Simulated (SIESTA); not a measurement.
Crystal: PbS (Galena).

```
CELL_PARAMETERS angstrom
0.00000 2.96575 2.96575
2.96575 0.00000 2.96575
2.96575 2.96575 0.00000
ATOMIC_POSITIONS crystal
Pb 0.00000 0.00000 0.00000
S 0.50000 0.50000 0.50000
```

- Program: SIESTA 5.4.2
- Task: relaxation of cell and atoms
- Functional: BLYP
- Potentials or basis: PseudoDojo 0.4 standard (PBE files)
- Basis: DZP (energy shift 0.002 Ry)
- Grid cutoff: 500 Ry
- Energy shift: 0.002 Ry
- k mesh: 8 × 8 × 8
- Occupations: fermi-dirac, width 0.05 eV
- Spin: no spin polarisation

At the start: pressure 6.7 GPa; volume 26.09 Å³/atom.

Question: Where does the relaxation end?

Answer: Over 4 steps the energy falls by 62.2 meV/atom and the volume is 29.37 Å³/atom (+12.6 %); space group Fm-3m (No. 225, to 0.05 Å).

Step by step:
| step | energy change (eV) | largest force (eV/Å) | pressure (GPa) | volume (Å³) |
| --- | --- | --- | --- | --- |
| 1 | 0.0000 | 0.0000 | 6.74 | 52.17 |
| 2 | -0.0116 | 0.0000 | 6.35 | 52.45 |
| 3 | -0.1219 | 0.0000 | 0.76 | 57.78 |
| 4 | -0.1244 | 0.0000 | 0.05 | 58.74 |

Final structure:
```
Pb S
1.0
    -0.00001    3.08541    3.08541
     3.08541   -0.00001    3.08541
     3.08541    3.08541   -0.00001
Pb S
1 1
Direct
  0.00000 0.00000 0.00000
  0.50000 0.50000 0.50000
```

Caveat: semicore shells carry a single zeta, which can move pressures by several GPa and volumes by a few percent; the potentials were made for another functional, which shifts forces and pressure; the volume moved by +13 % from the deposited cell, more than functionals usually miss; the basis of atomic orbitals isn't converged, which shifts pressures, moduli and gaps.
